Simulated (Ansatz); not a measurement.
O-17 NMR of the central transition in SiO2

Cell: a computed structure from the Materials Project (it need not be an observed phase), taken as it stands.

```
Si O
1.0
     4.71156    0.00000    0.00000
     0.00000    8.09260    0.00000
     0.00000    0.00000    8.53061
Si O
8 16
Direct
  0.14397 0.06296 0.15908
  0.14397 0.43704 0.65908
  0.64397 0.56296 0.84092
  0.35603 0.43704 0.15908
  0.85603 0.56296 0.34092
  0.85603 0.93704 0.84092
  0.64397 0.93704 0.34092
  0.35603 0.06296 0.65908
  0.58831 0.05424 0.79901
  0.58831 0.44576 0.29901
  0.41169 0.55424 0.70099
  0.25000 0.25000 0.63933
  0.08831 0.55424 0.20099
  0.41169 0.94576 0.20099
  0.91169 0.05424 0.29901
  0.00000 0.50000 0.50000
  0.75000 0.75000 0.36067
  0.75000 0.75000 0.86067
  0.91169 0.44576 0.79901
  0.50000 0.50000 0.00000
  0.25000 0.25000 0.13933
  0.08831 0.94576 0.70099
  0.00000 0.00000 0.00000
  0.50000 0.00000 0.50000
```

Atoms are numbered from 1 in the order listed; like atoms form one site, named after its first atom.

Method: Kohn–Sham DFT in Ansatz, r2SCAN, plane waves and PAW, scalar-relativistic, 500 eV cutoff, Γ-centred 5×3×3 k-points, Fermi–Dirac smearing 0.02 eV.

O-17 has I = 5/2 and Q = -25.58 mb (Pyykkö 2018); at 21.1 T its Larmor frequency is ν₀ = 121.8 MHz. Only the quadrupole interaction is simulated: positions count from each site's isotropic chemical shift, and J coupling is left out, as are shift anisotropy and dipolar coupling, which fast spinning averages.

Task: What does the O-17 spectrum (fast magic-angle spinning) show for each site?

Result: 

```json
{"site": "O9", "first shell": "2 Si at 1.62 Å, angle 136°", "C_Q (MHz)": "-5.38", "η": "0.32", "P_Q (MHz)": "5.47", "δ_QIS (ppm)": "-12.1", "breadth (kHz)": "3.39"}
{"site": "O12", "first shell": "2 Si at 1.60 Å, angle 168°", "C_Q (MHz)": "-6.17", "η": "0.07", "P_Q (MHz)": "6.17", "δ_QIS (ppm)": "-15.4", "breadth (kHz)": "4.10"}
{"site": "O16", "first shell": "2 Si at 1.60 Å, angle 180°", "C_Q (MHz)": "-6.26", "η": "0.04", "P_Q (MHz)": "6.26", "δ_QIS (ppm)": "-15.8", "breadth (kHz)": "4.19"}
```

δ_QIS = −(ν_Q²/30ν₀²)[I(I+1) − 3/4](1 + η²/3) × 10⁶ ppm with ν_Q = 3|C_Q|/[2I(2I−1)]; it falls as 1/B₀² in ppm, and the breadth as 1/B₀ in kHz.

At O12 and O16 V_zz points along the line of its two bonds (within 1°) in each case. At O9 V_zz runs parallel to the line that joins its two neighbours (within 1°).
